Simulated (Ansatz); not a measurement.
# A series in volume per atom on Ca

Results calculated with Ansatz 0.2.0 development build, not measured. Equation of state of a cubic crystal from periodic Kohn-Sham density functional theory without spin; pressure corrected for the finite basis.

Cell of the first row (space group Pm-3m, No. 221):
```
CELL_PARAMETERS angstrom
3.45050 0.00000 0.00000
0.00000 3.45050 0.00000
0.00000 0.00000 3.45050
ATOMIC_POSITIONS crystal
Ca 0.00000 0.00000 0.00000
```

Settings of every row: formula Ca; structure type simple cubic; functional PBE; spin treatment none; k mesh 16x16x16; occupation method fermi-dirac; occupation width 0.061225619 eV; wave cutoff 700 eV; datasets hard PAW; density cutoff ratio 4.

Limits: a cubic model structure, not a phase known at ambient conditions; modest k-mesh, values are not fully converged in k; the SCF threshold is loose for a stress in some rows.

| row | volume per atom (Å³) | energy above lowest point (meV/atom) | pressure (GPa) |
| --- | --- | --- | --- |
| 1 | 41.082 | 5.39 | 0.71 |
| 2 | 41.956 | ? | ? |
| 3 | 42.831 | 0.48 | 0.203 |
| 4 | 43.705 | 0 | -0.023 |
| 5 | 44.579 | 0.7 | -0.23 |
| 6 | 45.453 | 2.48 | -0.42 |
| 7 | 46.327 | 5.26 | -0.594 |

Question: what energy above lowest point and pressure should row 2 give?

Worked fit of energy above lowest point. Take u = (V_r/V)^(2/3) − 1 with V_r = 44.142 Å³ an atom, which is twice the finite (Eulerian) strain; such expansions in the strain, on which the Birch-Murnaghan equation of state is built, carry the rest volume and the bulk modulus. The shown rows have u = 0.04906, 0.0203, 0.00665, -0.00655, -0.01932, -0.0317. Least squares give energy above lowest point = 0.209 − 53.19 × u + 3304.8 × u² − 1388 × u³ meV/atom; a parabola predicts inner rows, each left out in turn, worse (root mean square 0.028 against 0.0014 meV/atom). All shown rows lie on it to the printed digit. Its lowest point lies at u = 0.0081, or V = 43.61 Å³ an atom, and the curvature there gives the bulk modulus at fixed shape and fractions, B = (4/9)(1 + u)² E″(u)/V = 10.9 GPa. The withheld row has u = 0.03444, so the fit gives 0.209 − 53.19 × (0.03444) + 3304.8 × (0.03444)² − 1388 × (0.03444)³ = 2.24 meV/atom.

The calculation gave 2.25 meV/atom. The fit lies 0.01 meV/atom (0.19 % of the column's range) below it, one unit of the last digit.

Worked fit of pressure. Take u = (V_r/V)^(2/3) − 1 with V_r = 44.142 Å³ an atom, which is twice the finite (Eulerian) strain; such expansions in the strain, on which the Birch-Murnaghan equation of state is built, carry the rest volume and the bulk modulus. The shown rows have u = 0.04906, 0.0203, 0.00665, -0.00655, -0.01932, -0.0317. Least squares give pressure = −0.1285 + 15.714 × u + 30.78 × u² − 55.3 × u³ GPa; a parabola predicts inner rows, each left out in turn, worse (root mean square 0.0012 against 0.0006 GPa). All shown rows lie on it to the printed digit. The pressure vanishes at u = 0.0081, or V = 43.61 Å³ an atom, and there the bulk modulus at fixed shape and fractions is B = −V dP/dV = (2/3)(1 + u) dP/du = 10.9 GPa. The withheld row has u = 0.03444, so the fit gives −0.1285 + 15.714 × (0.03444) + 30.78 × (0.03444)² − 55.3 × (0.03444)³ = 0.447 GPa.

The calculation gave 0.447 GPa. The fit meets it to the printed digit.
